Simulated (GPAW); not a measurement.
Crystal: Ru.

```
Ru
1.0
     2.70580    0.00000    0.00000
    -1.35290    2.34329    0.00000
     0.00000    0.00000    4.28190
Ru
2
Direct
  0.66667 0.33333 0.75000
  0.33333 0.66667 0.25000
```

* Program: GPAW 26.7.0
* Task: relaxation of cell and atoms
* Functional: SOGGA
* Potentials or basis: PAW data sets generated in the run's folder for this functional
* Cutoff: 600 eV
* Basis: pw
* k mesh: 8 × 8 × 5
* Occupations: fermi-dirac, width 0.05 eV
* Spin: no spin polarisation

At the start: pressure -7.8 GPa; volume 13.57 Å³/atom.

**Question.** How do energy, volume and symmetry change on relaxing?

**Answer.** Over 3 steps the energy falls by 7.3 meV/atom and the volume is 13.25 Å³/atom (-2.4 %); space group P6_3/mmc (No. 194, to 0.05 Å).

The path:
```csv
step,energy change (eV),largest force (eV/Å),pressure (GPa),volume (Å³)
1,0.0000,0.0000,-7.78,27.15
2,-0.0125,0.0000,-3.26,26.77
3,-0.0147,0.0000,0.12,26.50
```

Final structure:
```yaml
crystal:
  lattice:
    - [2.68530, 0.00000, 0.00000]
    - [-1.34265, 2.32554, 0.00000]
    - [0.00000, 0.00000, 4.24410]
  atoms:
    - { symbol: Ru, position: [0.66667, 0.33333, 0.75000] }
    - { symbol: Ru, position: [0.33333, 0.66667, 0.25000] }
```

Caveat: later steps reuse the first step's grids.
